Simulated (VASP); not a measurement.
# SnO2 (Cassiterite) (P4_2/mnm) in VASP: further runs

One crystal, SnO2 (Cassiterite), is run at these levels: r2SCAN, PBE, RPBE+D4; tasks: single point.

Everything below comes from runs of VASP 6.6.1. Logs are shortened: lines on timing, memory, paths and dates and some standing lists are left out, and cuts for length are marked.

### 1 The structure

Symmetry: P4_2/mnm, No. 136, tetragonal system. Conventional cell: a = 4.738 Å, b = 4.738 Å, c = 3.187 Å, α = 90.00°, β = 90.00°, γ = 90.00°. Sn (site symmetry mmm) is surrounded by 6 O at 2.05 to 2.06 Å. O (site symmetry m2m) has 3 Sn at 2.05 to 2.06 Å as nearest neighbours.

### 2 Single point, r2SCAN

File POSCAR:

```
SnO2
1.0
    4.7380000000      0.0000000000      0.0000000000
    0.0000000000      4.7380000000      0.0000000000
    0.0000000000      0.0000000000      3.1865000000
Sn O
2 4
Direct
    0.5000000000      0.5000000000      0.5000000000
    0.0000000000      0.0000000000      0.0000000000
    0.8071000000      0.1929000000      0.5000000000
    0.6929000000      0.6929000000      0.0000000000
    0.1929000000      0.8071000000      0.5000000000
    0.3071000000      0.3071000000      0.0000000000
```

File INCAR.step1:

```
SYSTEM = SnO2
PREC = Accurate ; ENCUT = 520
ISMEAR = 1 ; SIGMA = 0.05
LREAL = .FALSE. ; LASPH = .TRUE.
NELM = 100 ; NBANDS = 35
GGA = PE ; ALGO = Normal
EDIFF = 1E-4 ; LWAVE = .TRUE.
LCHARG = .FALSE.
```

File INCAR.step2:

```
SYSTEM = SnO2
PREC = Accurate ; ENCUT = 520
EDIFF = 1E-6 ; ISMEAR = 1
SIGMA = 0.05 ; LREAL = .FALSE.
LASPH = .TRUE. ; NELM = 100
ALGO = Normal ; ISIF = 2
LWAVE = .FALSE. ; LCHARG = .FALSE.
METAGGA = R2SCAN ; LMIXTAU = .TRUE.
NBANDS = 35 ; ISTART = 1
```

File KPOINTS:

```
Automatic mesh
0
G
  5 5 7
  0 0 0
```

Potentials or basis: VASP PAW PBE potentials, release 64 (Sn_d, O).

On the command line:

```bash
$ cat potpaw_PBE.64/Sn_d/POTCAR potpaw_PBE.64/O/POTCAR > POTCAR
$ cp INCAR.step1 INCAR
$ mpirun -np 1 vasp_std > vasp.out
$ cp INCAR.step2 INCAR
$ mpirun -np 1 vasp_std > vasp.out
```

OUTCAR:

```text
SYSTEM = SnO2
   PREC = Accurate
   ENCUT = 520
   EDIFF = 1E-6
   ISMEAR = 1
   LREAL = .FALSE.
   LASPH = .TRUE.
   NELM = 100
   ISIF = 2
   METAGGA = R2SCAN
   ISTART = 1

 ion  position               nearest neighbor table
   1  0.500  0.500  0.500-   4 2.05   6 2.05   4 2.05   6 2.05   5 2.06   3 2.06   2 3.71   2 3.71
                             2 3.71   2 3.71   2 3.71   2 3.71   2 3.71   2 3.71
   2  0.000  0.000  0.000-   3 2.05   5 2.05   3 2.05   5 2.05   4 2.06   6 2.06   1 3.71   1 3.71
                             1 3.71   1 3.71   1 3.71   1 3.71   1 3.71   1 3.71
   3  0.807  0.193  0.500-   2 2.05   2 2.05   1 2.06
   4  0.693  0.693  0.000-   1 2.05   1 2.05   2 2.06
   5  0.193  0.807  0.500-   2 2.05   2 2.05   1 2.06
   6  0.307  0.307  0.000-   1 2.05   1 2.05   2 2.06

  LATTYP: Found a simple tetragonal cell.
 ALAT       =     4.7380000000
 C/A-ratio  =     0.6725411566

  Lattice vectors:

 A1 = (   4.7380000000,   0.0000000000,   0.0000000000)
 A2 = (   0.0000000000,   4.7380000000,   0.0000000000)
 A3 = (   0.0000000000,   0.0000000000,   3.1865000000)

Analysis of symmetry for initial positions (statically):
=====================================================================
 Subroutine PRICEL returns:
 Original cell was already a primitive cell.

 Routine SETGRP: Setting up the symmetry group for a
 simple tetragonal supercell.

 Subroutine GETGRP returns: Found 16 space group operations
 (whereof  8 operations were pure point group operations)
 out of a pool of 16 trial point group operations.

The static configuration has the point symmetry D_2h.
 The point group associated with its full space group is D_4h.

Analysis of symmetry for dynamics (positions and initial velocities):
=====================================================================
 Subroutine PRICEL returns:
 Original cell was already a primitive cell.

 Routine SETGRP: Setting up the symmetry group for a
 simple tetragonal supercell.

 Subroutine GETGRP returns: Found 16 space group operations
 (whereof  8 operations were pure point group operations)
 out of a pool of 16 trial point group operations.

The dynamic configuration has the point symmetry D_2h.
 The point group associated with its full space group is D_4h.

 Subroutine INISYM returns: Found 16 space group operations
 (whereof  8 operations are pure point group operations),
 and found     1 'primitive' translations

----------------------------------------------------------------------------------------

                                     Primitive cell

  volume of cell :      71.5326

  direct lattice vectors                    reciprocal lattice vectors
     4.738000000  0.000000000  0.000000000     0.211059519  0.000000000  0.000000000
     0.000000000  4.738000000  0.000000000     0.000000000  0.211059519  0.000000000
     0.000000000  0.000000000  3.186500000     0.000000000  0.000000000  0.313823945

  length of vectors
     4.738000000  4.738000000  3.186500000     0.211059519  0.211059519  0.313823945

  position of ions in fractional coordinates (direct lattice)
     0.500000000  0.500000000  0.500000000
     0.000000000  0.000000000  0.000000000
     0.807100000  0.192900000  0.500000000
     0.692900000  0.692900000  0.000000000
     0.192900000  0.807100000  0.500000000
     0.307100000  0.307100000  0.000000000

  ion indices of the primitive-cell ions
   primitive index   ion index
                 1           1
                 2           2
                 3           3
                 4           4
                 5           5
                 6           6

----------------------------------------------------------------------------------------

 KPOINTS: Automatic mesh

Automatic generation of k-mesh.
 Grid dimensions read from file:
 generate k-points for:    5    5    7

 Generating k-lattice:

  Cartesian coordinates                     Fractional coordinates (reciprocal lattice)
     0.042211904  0.000000000  0.000000000     0.200000000  0.000000000  0.000000000
     0.000000000  0.042211904  0.000000000     0.000000000  0.200000000  0.000000000
     0.000000000  0.000000000  0.044831992     0.000000000  0.000000000  0.142857143

  Length of vectors
     0.042211904  0.042211904  0.044831992

  Shift w.r.t. Gamma in fractional coordinates (k-lattice)
     0.000000000  0.000000000  0.000000000

 Subroutine IBZKPT returns following result:
 ===========================================

 Found     24 irreducible k-points:

 Following reciprocal coordinates:
            Coordinates               Weight
  0.000000  0.000000  0.000000      1.000000
  0.200000  0.000000  0.000000      4.000000
  0.400000  0.000000  0.000000      4.000000
  0.200000  0.200000  0.000000      4.000000
  0.400000  0.200000  0.000000      8.000000
  0.400000  0.400000  0.000000      4.000000
[... 16 lines left out ...]
  0.400000  0.200000  0.428571     16.000000
  0.400000  0.400000  0.428571      8.000000
   k-points           NKPTS =     24   k-points in BZ     NKDIM =     24   number of bands    NBANDS=     35
   number of dos      NEDOS =    301   number of ions     NIONS =      6
   total plane-waves  NPLWV =  31104
   dimension x,y,z NGX =    36 NGY =   36 NGZ =   24
   dimension x,y,z NGXF=    72 NGYF=   72 NGZF=   48
   ions per type =               2   4
   NGX,Y,Z   is equivalent  to a cutoff of  12.63, 12.63, 12.52 a.u.
   NGXF,Y,Z  is equivalent  to a cutoff of  25.26, 25.26, 25.04 a.u.
 SYSTEM =  SnO2
   PREC   = accura    normal or accurate (medium, high low for compatibility)
   ISTART =      1    job   : 0-new  1-cont  2-samecut
   ICHARG =      0    charge: 1-file 2-atom 10-const
   ISPIN  =      1    spin polarized calculation?
   LNONCOLLINEAR =      F non collinear calculations
   LSORBIT =      F    spin-orbit coupling
   LASPH  =      T    aspherical Exc in radial PAW
   ENCUT  =  520.0 eV  38.22 Ry    6.18 a.u.   8.81  8.81  5.92*2*pi/ulx,y,z
   NELM   =    100;   NELMIN=  2; NELMDL=  0     # of ELM steps
   EDIFF  = 0.1E-05   stopping-criterion for ELM
   LREAL  =      F    real-space projection
   EDIFFG = 0.1E-04   stopping-criterion for IOM
   NSW    =      0    number of steps for IOM
   IBRION =     -1    ionic relax: 0-MD 1-quasi-New 2-CG
   NFREE  =      0    steps in history (QN), initial steepest desc. (CG)
   ISIF   =      2    stress and relaxation
   ISYM   =      2    0-nonsym 1-usesym 2-fastsym
   POTIM  = 0.5000    time-step for ionic-motion
   TEBEG  =    0.0;   TEEND  =   0.0 temperature during run
   PSTRESS=    0.0 pullay stress
   NELECT =      52.0000    total number of electrons
   NUPDOWN=      -1.0000    fix difference up-down
   EMIN   =  10.00;   EMAX   =-10.00  energy-range for DOS
   EFERMI =   0.00;   METHOD = LEGACY
   ISMEAR =     1;   SIGMA  =   0.05  broadening in eV -4-tet -1-fermi 0-gaus
   EFERMI_NEDOS =   21; number of points for ismear=-14 and -15
   IALGO  =     38    algorithm
   IMIX   =      4    mixing-type and parameters
     AMIX     =   0.40;   BMIX     =  1.00
     AMIX_MAG =   1.60;   BMIX_MAG =  1.00
  volume/ion in A,a.u.               =      11.92        80.45
  Fermi-wavevector in a.u.,A,eV,Ry     =   1.472000  2.781677 29.480903  2.166785
  Thomas-Fermi vector in A             =   2.587068
   LORBIT       =      0    0 simple, 1 ext, 2 COOP (PROOUT), +10 PAW based schemes
   METAGGA = R2SCAN    functional components
   LHFCALC =     F    Hartree Fock is set to
   AEXX    =    0.0000 exact exchange contribution
   IVDW    =     0    specifies the selected vdW correction
   LEPSILON=     F    determine dielectric tensor
   LRPA    =     F    only Hartree local field effects (RPA)
 non-spin polarized calculation
 Methfessel and Paxton  Order N= 1 SIGMA  =   0.05
  energy-cutoff  :      520.00
  volume of cell :       71.53
 maximum number of plane-waves:      1945
 NGX is ok and might be reduce to    36
   NGX = 17   NGY = 17   NGZ = 11

 number of electron      51.9999993 magnetization

 Free energy of the ion-electron system (eV)
  ---------------------------------------------------
  ext. energy  EPLUGINS =         0.00000000
  ---------------------------------------------------
  free energy    TOTEN  =       -84.60569650 eV

  energy without entropy =      -84.60571306  energy(sigma->0) =      -84.60570202

 E-fermi :   5.7543     XC(G=0): -12.0461

 val. band max:        5.7121888543   @ k =   0.0000   0.0000   0.0000
 cond. band min:       7.6983544230   @ k =   0.0000   0.0000   0.0000
 fundamental gap:      1.9861655687
 Fermi energy:         5.7542829624

 k-point     1 :       0.0000    0.0000    0.0000
  band No.  band energies     occupation
      1     -16.0433      2.00000
      2     -15.1308      2.00000
      3     -14.7679      2.00000
      4     -14.7679      2.00000
      5     -14.7383      2.00000
      6     -14.6943      2.00000
[... 27 lines left out ...]
     34      18.9316      0.00000
     35      19.2033      0.00000

 k-point     2 :       0.2000    0.0000    0.0000
  band No.  band energies     occupation
      1     -15.9741      2.00000
      2     -15.2113      2.00000
      3     -14.7656      2.00000
      4     -14.7655      2.00000
      5     -14.7547      2.00000
      6     -14.7421      2.00000
[... 27 lines left out ...]
     34      18.8746      0.00000
     35      19.1544      0.00000

 k-point     3 :       0.4000    0.0000    0.0000
  band No.  band energies     occupation
      1     -15.7743      2.00000
      2     -15.4801      2.00000
      3     -14.7735      2.00000
      4     -14.7617      2.00000
      5     -14.7616      2.00000
      6     -14.7548      2.00000
[... 27 lines left out ...]
     34      18.9208      0.00000
     35      19.0874      0.00000
[... 723 lines left out ...]
 k-point    23 :       0.4000    0.2000    0.4286
  band No.  band energies     occupation
      1     -15.9287      2.00000
      2     -15.8281      2.00000
      3     -15.0690      2.00000
      4     -14.8332      2.00000
      5     -14.5787      2.00000
      6     -14.5739      2.00000
[... 27 lines left out ...]
     34      18.7736      0.00000
     35      19.1394      0.00000

 k-point    24 :       0.4000    0.4000    0.4286
  band No.  band energies     occupation
      1     -15.8319      2.00000
      2     -15.7397      2.00000
      3     -15.2269      2.00000
      4     -15.0684      2.00000
      5     -14.5719      2.00000
      6     -14.5697      2.00000
[... 27 lines left out ...]
     34      18.2502      0.00000
     35      19.5129      0.00000

------------------------ aborting loop because EDIFF is reached ----------------------------------------

  FORCE on cell =-STRESS in cart. coord.  units (eV):
  Direction    XX          YY          ZZ          XY          YZ          ZX
  --------------------------------------------------------------------------------------
  -------------------------------------------------------------------------------------
  Total        1.7356358      1.7356358      2.5530457      0.0000000      0.0000000      0.0000000
  in kB       38.8745299     38.8745299     57.1827629      0.0000000      0.0000000      0.0000000
  external PRESSURE =      44.9772742 kB  Pullay stress =       0.0000000 kB

 VOLUME and BASIS-vectors are now :
 -----------------------------------------------------------------------------
  energy-cutoff  :      520.00
  volume of cell :       71.53
      direct lattice vectors                 reciprocal lattice vectors
     4.738000000  0.000000000  0.000000000     0.211059519  0.000000000  0.000000000
     0.000000000  4.738000000  0.000000000     0.000000000  0.211059519  0.000000000
     0.000000000  0.000000000  3.186500000     0.000000000  0.000000000  0.313823945

 POSITION                                       TOTAL-FORCE (eV/Angst)
 -----------------------------------------------------------------------------------
      2.36900      2.36900      1.59325        -0.000000      0.000000      0.000000
      0.00000      0.00000      0.00000        -0.000000      0.000000      0.000000
      3.82404      0.91396      1.59325        -0.195750      0.195750      0.000000
      3.28296      3.28296      0.00000         0.195750      0.195750      0.000000
      0.91396      3.82404      1.59325         0.195750     -0.195750      0.000000
      1.45504      1.45504      0.00000        -0.195750     -0.195750     -0.000000
 -----------------------------------------------------------------------------------
    total drift:                               -0.000000      0.000000      0.000000

  FREE ENERGIE OF THE ION-ELECTRON SYSTEM (eV)
  ---------------------------------------------------
  free  energy   TOTEN  =       -84.6056964963 eV

  energy  without entropy=      -84.6057130618  energy(sigma->0) =      -84.60570202
```

Run time: 73 s. Hardware: 1 thread of Intel Xeon 6975P-C (Granite Rapids), shared host; peak memory 0.2 GiB.

What came out:

```
Free energy            : -84.6057 eV
Pressure               : 4.5 GPa
Largest force          : 0.277 eV/Å
Band gap on the k mesh : 1.99 eV, direct
```

Forces on the atoms (eV/Å):
```
Sn   0.000  0.000  0.000
Sn   0.000  0.000  0.000
O   -0.196  0.196  0.000
O    0.196  0.196  0.000
O    0.196 -0.196  0.000
O   -0.196 -0.196  0.000
```

Stress tensor (GPa, compression positive):
```
3.89 0.00 0.00
0.00 3.89 0.00
0.00 0.00 5.72
```

Caveat: the PAW data sets were made with another functional, which shifts forces and pressure a little; spin-orbit coupling is left out, which moves the levels of the heavy elements.

(Part 1 of 2 ends here.)
